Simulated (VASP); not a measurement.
## VASP 6.6.1 run: InAs

INCAR

```
ISIF = 2
NBANDS = 16
IBRION = -1
NELECT = 14
LCHARG = .FALSE.
LASPH = .TRUE.
ENCUT = 520
NELM = 60
SIGMA = 0.02
LREAL = .FALSE.
NSW = 0
ISMEAR = -1
GGA = PE
EDIFF = 1E-7
LWAVE = .FALSE.
PREC = Accurate
```

KPOINTS

```
KPOINTS created by Atomic Simulation Environment
0
Gamma
8 8 8
0 0 0
```

POSCAR

```
In As
 1.0000000000000000
     0.0000000000000000    3.0851363778000001    3.0212965019000002
     3.0851363778000001    0.0000000000000000    3.0212965019000002
     3.0851363778000001    3.0851363778000001    0.0000000000000000
 In  As
   1   1
Cartesian
  0.0000000000000000  0.0000000000000000  0.0000000000000000
  1.5425681889000000  1.5425681889000000  1.5106482509500001
```

The recommended PBE PAW datasets give the neutral cell 18 valence electrons.

Command

```
mpirun -np 1 vasp_std
```

OSZICAR

```
N       E                     dE             d eps       ncg     rms          rms(c)
DAV:   1     0.771653376377E+02    0.77165E+02   -0.60835E+03  1904   0.872E+02
DAV:   2    -0.987795711041E+01   -0.87043E+02   -0.82198E+02  2040   0.225E+02
DAV:   3    -0.154882592653E+02   -0.56103E+01   -0.55832E+01  2416   0.594E+01
DAV:   4    -0.156436558740E+02   -0.15540E+00   -0.15536E+00  2352   0.113E+01
DAV:   5    -0.156514105272E+02   -0.77547E-02   -0.77544E-02  2792   0.209E+00    0.710E+00
DAV:   6    -0.165170637070E+02   -0.86565E+00   -0.31736E+00  2528   0.144E+01    0.225E+00
DAV:   7    -0.162770891281E+02    0.23997E+00   -0.62780E-01  2344   0.648E+00    0.849E-01
DAV:   8    -0.163219951525E+02   -0.44906E-01   -0.92721E-02  2088   0.161E+00    0.548E-01
DAV:   9    -0.163631517367E+02   -0.41157E-01   -0.17809E-02  2080   0.155E+00    0.279E-01
DAV:  10    -0.163647527322E+02   -0.16010E-02   -0.25194E-03  2024   0.340E-01    0.139E-01
DAV:  11    -0.163647582641E+02   -0.55319E-05   -0.34891E-04  2752   0.203E-01    0.122E-01
DAV:  12    -0.163647312878E+02    0.26976E-04   -0.44050E-05  1976   0.441E-02    0.454E-02
DAV:  13    -0.163647218927E+02    0.93951E-05   -0.81002E-06  2176   0.531E-02    0.242E-03
DAV:  14    -0.163647222074E+02   -0.31469E-06   -0.10903E-06  2600   0.700E-03    0.352E-03
DAV:  15    -0.163647221993E+02    0.80472E-08   -0.47014E-08  1816   0.229E-03
   1 F= -.16364722E+02 E0= -.16363746E+02  d E =-.195269E-02
```

It converged. Results: pressure -88.0 GPa.

Q: Find the fault in these files.

A: Wrong number of electrons. On sound settings PBE gives a gap of 0.09 eV on its mesh and a pressure of 1.6 GPa for the intended cell.
